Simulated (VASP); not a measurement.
# TiSe2 (P-3m1) in VASP: band structure with PBE+D3(BJ)

Aim: the band structure of TiSe2 with PBE+D3(BJ).

The COD entry that gives the cell may itself be a prediction, so a difference from it is no test against experiment.

All numbers are computed with VASP 6.6.1; they aren't measurements. Logs are shortened: lines on timing, memory, paths and dates and some standing lists are left out, and cuts for length are marked.

### Step 1. The structure

The structure is trigonal, space group P-3m1 (No. 164). The conventional cell has a = 3.478 Å, b = 3.478 Å, c = 5.897 Å, α = 90.00°, β = 90.00°, γ = 120.00°. Ti (site symmetry -3m) is surrounded by 6 Se at 2.54 Å. Around Se (site symmetry 3m) lie 3 Ti at 2.54 Å.

### Step 2. Band structure, PBE+D3(BJ)

POSCAR reads:

```
TiSe2                                   
1.0
    3.4778387531      0.0000000000      0.0000000000
   -1.7389193766      3.0118967126     -0.0000000000
    0.0000000000      0.0000000000      5.8968529969
  Ti              Se            
     1     2
Direct
     0.0000000000000000    0.0000000000000000    0.0000000000000000
     0.3333333300000021    0.6666666699999979    0.2641861364764534
     0.6666666699999979    0.3333333300000021    0.7358138635235466
```

INCAR.step1 reads:

```
SYSTEM = TiSe2
ALGO = Normal
EDIFF = 1E-7
ENCUT = 520
GGA = PE
ISIF = 2
ISMEAR = 0
IVDW = 12
LASPH = .TRUE.
LCHARG = .TRUE.
LMAXMIX = 4
LREAL = .FALSE.
LWAVE = .FALSE.
NBANDS = 19
NELM = 100
PREC = Accurate
SIGMA = 0.02
```

KPOINTS.step1 reads:

```
k-points
0
G
  6 6 4
  0 0 0
```

INCAR.step2 reads:

```
SYSTEM = TiSe2
ALGO = Normal
EDIFF = 1E-7
ENCUT = 520
GGA = PE
ICHARG = 11
ISIF = 2
ISMEAR = 0
IVDW = 12
LASPH = .TRUE.
LCHARG = .FALSE.
LMAXMIX = 4
LREAL = .FALSE.
LWAVE = .FALSE.
NBANDS = 19
NELM = 100
PREC = Accurate
SIGMA = 0.05
```

KPOINTS.step2 reads:

```
path GMKGALHA,LM,KH
20
line-mode
reciprocal
 0.0000000000  0.0000000000  0.0000000000  G
 0.5000000000  0.0000000000  0.0000000000  M

 0.5000000000  0.0000000000  0.0000000000  M
 0.3333333333  0.3333333333  0.0000000000  K

 0.3333333333  0.3333333333  0.0000000000  K
 0.0000000000  0.0000000000  0.0000000000  G

 0.0000000000  0.0000000000  0.0000000000  G
 0.0000000000  0.0000000000  0.5000000000  A

 0.0000000000  0.0000000000  0.5000000000  A
 0.5000000000  0.0000000000  0.5000000000  L

 0.5000000000  0.0000000000  0.5000000000  L
 0.3333333333  0.3333333333  0.5000000000  H

 0.3333333333  0.3333333333  0.5000000000  H
 0.0000000000  0.0000000000  0.5000000000  A

 0.5000000000  0.0000000000  0.5000000000  L
 0.5000000000  0.0000000000  0.0000000000  M

 0.3333333333  0.3333333333  0.0000000000  K
 0.3333333333  0.3333333333  0.5000000000  H
```

Potentials or basis: VASP PAW PBE potentials, release 64 (Ti_sv, Se).

Launch:

```bash
$ cat potpaw_PBE.64/Ti_sv/POTCAR potpaw_PBE.64/Se/POTCAR > POTCAR
$ cp INCAR.step1 INCAR
$ cp KPOINTS.step1 KPOINTS
$ mpirun -np 1 vasp_std > vasp.out
$ cp INCAR.step2 INCAR
$ cp KPOINTS.step2 KPOINTS
$ mpirun -np 1 vasp_std > vasp.out
```

OUTCAR:

```text
SYSTEM = TiSe2
   EDIFF = 1E-7
   ENCUT = 520
   GGA = PE
   ICHARG = 11
   ISIF = 2
   ISMEAR = 0
   IVDW = 12
   LASPH = .TRUE.
   LREAL = .FALSE.
   NELM = 100
   PREC = Accurate
 IVDW          = 12

 ion  position               nearest neighbor table
   1  0.000  0.000  0.000-   2 2.54   3 2.54   3 2.54   2 2.54   3 2.54   2 2.54
   2  0.333  0.667  0.264-   1 2.54   1 2.54   1 2.54
   3  0.667  0.333  0.736-   1 2.54   1 2.54   1 2.54

  LATTYP: Found a hexagonal cell.
 ALAT       =     3.4778387531
 C/A-ratio  =     1.6955510061

  Lattice vectors:

 A1 = (   3.4778387531,   0.0000000000,   0.0000000000)
 A2 = (  -1.7389193766,   3.0118967126,   0.0000000000)
 A3 = (   0.0000000000,   0.0000000000,   5.8968529969)

Analysis of symmetry for initial positions (statically):
=====================================================================
 Subroutine PRICEL returns:
 Original cell was already a primitive cell.

 Routine SETGRP: Setting up the symmetry group for a
 hexagonal supercell.

 Subroutine GETGRP returns: Found 12 space group operations
 (whereof 12 operations were pure point group operations)
 out of a pool of 24 trial point group operations.

The static configuration has the point symmetry D_3d.

Analysis of symmetry for dynamics (positions and initial velocities):
=====================================================================
 Subroutine PRICEL returns:
 Original cell was already a primitive cell.

 Routine SETGRP: Setting up the symmetry group for a
 hexagonal supercell.

 Subroutine GETGRP returns: Found 12 space group operations
 (whereof 12 operations were pure point group operations)
 out of a pool of 24 trial point group operations.

The dynamic configuration has the point symmetry D_3d.

 Subroutine INISYM returns: Found 12 space group operations
 (whereof 12 operations are pure point group operations),
 and found     1 'primitive' translations

----------------------------------------------------------------------------------------

                                     Primitive cell

  volume of cell :      61.7689

  direct lattice vectors                    reciprocal lattice vectors
     3.477838753  0.000000000  0.000000000     0.287534895  0.166008349  0.000000000
    -1.738919377  3.011896713  0.000000000     0.000000000  0.332016698  0.000000000
     0.000000000  0.000000000  5.896852997     0.000000000  0.000000000  0.169581979

  length of vectors
     3.477838753  3.477838755  5.896852997     0.332016698  0.332016698  0.169581979

  position of ions in fractional coordinates (direct lattice)
     0.000000000  0.000000000  0.000000000
     0.333333330  0.666666670  0.264186136
     0.666666670  0.333333330  0.735813864

  ion indices of the primitive-cell ions
   primitive index   ion index
                 1           1
                 2           2
                 3           3

----------------------------------------------------------------------------------------

 KPOINTS: path GMKGALHA,LM,KH

Interpolating k-points between supplied coordinates.

 Line segments in fractional coordinates (reciprocal lattice):
    0.000000  0.000000  0.000000  ...  0.500000  0.000000  0.000000
    0.500000  0.000000  0.000000  ...  0.333333  0.333333  0.000000
    0.333333  0.333333  0.000000  ...  0.000000  0.000000  0.000000
    0.000000  0.000000  0.000000  ...  0.000000  0.000000  0.500000
    0.000000  0.000000  0.500000  ...  0.500000  0.000000  0.500000
    0.500000  0.000000  0.500000  ...  0.333333  0.333333  0.500000
    0.333333  0.333333  0.500000  ...  0.000000  0.000000  0.500000
    0.500000  0.000000  0.500000  ...  0.500000  0.000000  0.000000
    0.333333  0.333333  0.000000  ...  0.333333  0.333333  0.500000

 Generated    20 points on each line segment, for a total of    180 k-points:

 Following reciprocal coordinates:
            Coordinates               Weight
  0.000000  0.000000  0.000000      0.005556
  0.026316  0.000000  0.000000      0.005556
  0.052632  0.000000  0.000000      0.005556
  0.078947  0.000000  0.000000      0.005556
  0.105263  0.000000  0.000000      0.005556
  0.131579  0.000000  0.000000      0.005556
[... 16 lines left out ...]
  0.482456  0.035088  0.000000      0.005556
  0.473684  0.052632  0.000000      0.005556
 [... further k-points ...]
   k-points           NKPTS =    180   k-points in BZ     NKDIM =    180   number of bands    NBANDS=     19
   number of dos      NEDOS =    301   number of ions     NIONS =      3
   total plane-waves  NPLWV =  37632
   dimension x,y,z NGX =    28 NGY =   28 NGZ =   48
   dimension x,y,z NGXF=    56 NGYF=   56 NGZF=   96
   ions per type =               1   2
   NGX,Y,Z   is equivalent  to a cutoff of  13.38, 13.38, 13.53 a.u.
   NGXF,Y,Z  is equivalent  to a cutoff of  26.77, 26.77, 27.06 a.u.
 SYSTEM =  TiSe2
   PREC   = accura    normal or accurate (medium, high low for compatibility)
   ISTART =      0    job   : 0-new  1-cont  2-samecut
   ICHARG =     11    charge: 1-file 2-atom 10-const
   ISPIN  =      1    spin polarized calculation?
   LNONCOLLINEAR =      F non collinear calculations
   LSORBIT =      F    spin-orbit coupling
   LASPH  =      T    aspherical Exc in radial PAW
   ENCUT  =  520.0 eV  38.22 Ry    6.18 a.u.   6.47  6.47 10.96*2*pi/ulx,y,z
   NELM   =    100;   NELMIN=  2; NELMDL=  0     # of ELM steps
   EDIFF  = 0.1E-06   stopping-criterion for ELM
   LREAL  =      F    real-space projection
   EDIFFG = 0.1E-05   stopping-criterion for IOM
   NSW    =      0    number of steps for IOM
   IBRION =     -1    ionic relax: 0-MD 1-quasi-New 2-CG
   NFREE  =      0    steps in history (QN), initial steepest desc. (CG)
   ISIF   =      2    stress and relaxation
   ISYM   =      2    0-nonsym 1-usesym 2-fastsym
   POTIM  = 0.5000    time-step for ionic-motion
   TEBEG  =    0.0;   TEEND  =   0.0 temperature during run
   PSTRESS=    0.0 pullay stress
   NELECT =      24.0000    total number of electrons
   NUPDOWN=      -1.0000    fix difference up-down
   EMIN   =  10.00;   EMAX   =-10.00  energy-range for DOS
   EFERMI =   0.00;   METHOD = LEGACY
   ISMEAR =     0;   SIGMA  =   0.05  broadening in eV -4-tet -1-fermi 0-gaus
   EFERMI_NEDOS =   21; number of points for ismear=-14 and -15
   IALGO  =     38    algorithm
   IMIX   =      4    mixing-type and parameters
     AMIX     =   0.40;   BMIX     =  1.00
     AMIX_MAG =   1.60;   BMIX_MAG =  1.00
  volume/ion in A,a.u.               =      20.59       138.95
  Fermi-wavevector in a.u.,A,eV,Ry     =   1.194599  2.257464 19.416407  1.427066
  Thomas-Fermi vector in A             =   2.330585
   LORBIT       =      0    0 simple, 1 ext, 2 COOP (PROOUT), +10 PAW based schemes
   GGA     = PE    functional components
   LHFCALC =     F    Hartree Fock is set to
   AEXX    =    0.0000 exact exchange contribution
   IVDW    =    12    specifies the selected vdW correction
   LEPSILON=     F    determine dielectric tensor
   LRPA    =     F    only Hartree local field effects (RPA)
 non-spin polarized calculation
 Gauss-broadening in eV      SIGMA  =   0.05
  energy-cutoff  :      520.00
  volume of cell :       61.77
 maximum number of plane-waves:      1690
 NGX is ok and might be reduce to    28

 number of electron      24.0000001 magnetization

 Free energy of the ion-electron system (eV)
  ---------------------------------------------------
  ext. energy  EPLUGINS =         0.00000000
  ---------------------------------------------------
  free energy    TOTEN  =       -17.29633558 eV

  energy without entropy =      -17.29220606  energy(sigma->0) =      -17.29427082

 E-fermi :   5.6500     XC(G=0): -10.2810

 val. band max:        5.6487283153   @ k =   0.2368   0.0000   0.0000
 cond. band min:       5.6502186559   @ k =   0.0175   0.0175   0.0000
 fundamental gap:      0.0014903405
 Fermi energy:         5.6500072008

 k-point     1 :       0.0000    0.0000    0.0000
  band No.  band energies     occupation
      1     -52.1748      2.00000
      2     -28.4159      2.00000
      3     -28.3889      2.00000
      4     -28.3889      2.00000
      5      -8.8474      2.00000
      6      -7.2729      2.00000
[... 11 lines left out ...]
     18      11.1037      0.00000
     19      11.4825      0.00000

 k-point     2 :       0.0263    0.0000    0.0000
  band No.  band energies     occupation
      1     -52.1747      2.00000
      2     -28.4158      2.00000
      3     -28.3896      2.00000
      4     -28.3891      2.00000
      5      -8.8393      2.00000
      6      -7.2699      2.00000
[... 11 lines left out ...]
     18      11.1726      0.00000
     19      11.5325      0.00000

 k-point     3 :       0.0526    0.0000    0.0000
  band No.  band energies     occupation
      1     -52.1745      2.00000
      2     -28.4153      2.00000
      3     -28.3918      2.00000
      4     -28.3896      2.00000
      5      -8.8152      2.00000
      6      -7.2611      2.00000
[... 11 lines left out ...]
     18      11.3618      0.00000
     19      11.6767      0.00000

 k-point     4 :       0.0789    0.0000    0.0000
  band No.  band energies     occupation
      1     -52.1742      2.00000
      2     -28.4145      2.00000
      3     -28.3953      2.00000
      4     -28.3904      2.00000
      5      -8.7751      2.00000
      6      -7.2467      2.00000
[... 11 lines left out ...]
     18      11.6294      0.00000
     19      11.9008      0.00000

 k-point     5 :       0.1053    0.0000    0.0000
  band No.  band energies     occupation
      1     -52.1738      2.00000
      2     -28.4135      2.00000
      3     -28.4001      2.00000
      4     -28.3914      2.00000
      5      -8.7197      2.00000
      6      -7.2271      2.00000
[... 11 lines left out ...]
     18      11.9271      0.00000
     19      12.1839      0.00000
[... 334 lines left out ...]
      2     -28.4936      2.00000
      3     -28.4127      2.00000
      4     -28.3927      2.00000
      5      -7.1034      2.00000
      6      -7.0239      2.00000
[... 11 lines left out ...]
     18      11.6323      0.00000
     19      12.3550      0.00000

 k-point    22 :       0.4912    0.0175    0.0000
  band No.  band energies     occupation
      1     -52.1654      2.00000
      2     -28.4935      2.00000
      3     -28.4129      2.00000
      4     -28.3926      2.00000
      5      -7.1026      2.00000
      6      -7.0229      2.00000
[... 11 lines left out ...]
     18      11.6612      0.00000
     19      12.3680      0.00000

 k-point    23 :       0.4825    0.0351    0.0000
  band No.  band energies     occupation
      1     -52.1654      2.00000
      2     -28.4932      2.00000
      3     -28.4135      2.00000
      4     -28.3926      2.00000
      5      -7.1001      2.00000
      6      -7.0198      2.00000
[... 11 lines left out ...]
     18      11.7449      0.00000
     19      12.4092      0.00000

 k-point    24 :       0.4737    0.0526    0.0000
  band No.  band energies     occupation
      1     -52.1654      2.00000
      2     -28.4927      2.00000
      3     -28.4145      2.00000
      4     -28.3925      2.00000
      5      -7.0961      2.00000
      6      -7.0147      2.00000
[... 11 lines left out ...]
     18      11.8752      0.00000
     19      12.4492      0.00000

 [... further k-points ...]

------------------------ aborting loop because EDIFF is reached ----------------------------------------

 Edisp (eV)   -1.34675

 E8    (eV) :    -0.5841

  FORCE on cell =-STRESS in cart. coord.  units (eV):
  Direction    XX          YY          ZZ          XY          YZ          ZX
  --------------------------------------------------------------------------------------
  -------------------------------------------------------------------------------------
  Total       3.97150     3.97150     7.42822    -0.00000     0.00000     0.00000
  in kB     103.01377   103.01377   192.67499    -0.00000     0.00000     0.00000
  external pressure =      132.90 kB  Pullay stress =        0.00 kB

 VOLUME and BASIS-vectors are now :
 -----------------------------------------------------------------------------
  energy-cutoff  :      520.00
  volume of cell :       61.77
      direct lattice vectors                 reciprocal lattice vectors
     3.477838753  0.000000000  0.000000000     0.287534895  0.166008349  0.000000000
    -1.738919377  3.011896713  0.000000000     0.000000000  0.332016698  0.000000000
     0.000000000  0.000000000  5.896852997     0.000000000  0.000000000  0.169581979

 POSITION                                       TOTAL-FORCE (eV/Angst)
 -----------------------------------------------------------------------------------
      0.00000      0.00000      0.00000        -0.000000      0.000000      0.000000
     -0.00000      2.00793      1.55787         0.000000     -0.000000      0.018557
      1.73892      1.00397      4.33899        -0.000000      0.000000     -0.018557
 -----------------------------------------------------------------------------------
    total drift:                               -0.000000      0.000000     -0.000000

  FREE ENERGIE OF THE ION-ELECTRON SYSTEM (eV)
  ---------------------------------------------------
  free  energy   TOTEN  =       -18.6430852092 eV

  energy  without entropy=      -18.6389556824  energy(sigma->0) =      -18.64102045
```

Wall time 62 s (1 thread of Intel Xeon 6975P-C (Granite Rapids), shared host); peak memory 0.34 GiB.

Results:

| Property | Result |
| --- | --- |
| Band gap along the path | none (metal or under the smearing width) |
| Dispersion energy per atom | -0.449 eV |

Levels at the corners of the path, in eV from the Fermi level:
```csv
point,band 10,band 11,band 12,band 13,band 14,band 15
Γ,0.36,0.56,0.56,0.60,0.67,0.67
M,-2.81,-2.19,-1.34,0.09,1.53,1.95
M,-2.81,-2.19,-1.34,0.09,1.53,1.95
K,-2.63,-2.63,-2.39,1.30,1.79,1.79
K,-2.63,-2.63,-2.39,1.30,1.79,1.79
Γ,0.36,0.56,0.56,0.60,0.67,0.67
Γ,0.36,0.56,0.56,0.60,0.67,0.67
A,-2.10,0.36,0.36,0.54,0.54,1.30
A,-2.10,0.36,0.36,0.54,0.54,1.30
L,-2.48,-1.10,-0.80,-0.22,1.53,1.92
L,-2.48,-1.10,-0.80,-0.22,1.53,1.92
H,-3.35,-2.07,-2.07,1.30,1.31,1.31
H,-3.35,-2.07,-2.07,1.30,1.31,1.31
A,-2.10,0.36,0.36,0.54,0.54,1.30
L,-2.48,-1.10,-0.80,-0.22,1.53,1.92
M,-2.81,-2.19,-1.34,0.09,1.53,1.95
K,-2.63,-2.63,-2.39,1.30,1.79,1.79
H,-3.35,-2.07,-2.07,1.30,1.31,1.31
```

Caveat: the log is that of the step along the path at fixed density, whose energy, stress, charges and moments have no meaning; pairwise dispersion overbinds metals, which lowers pressure and volume.
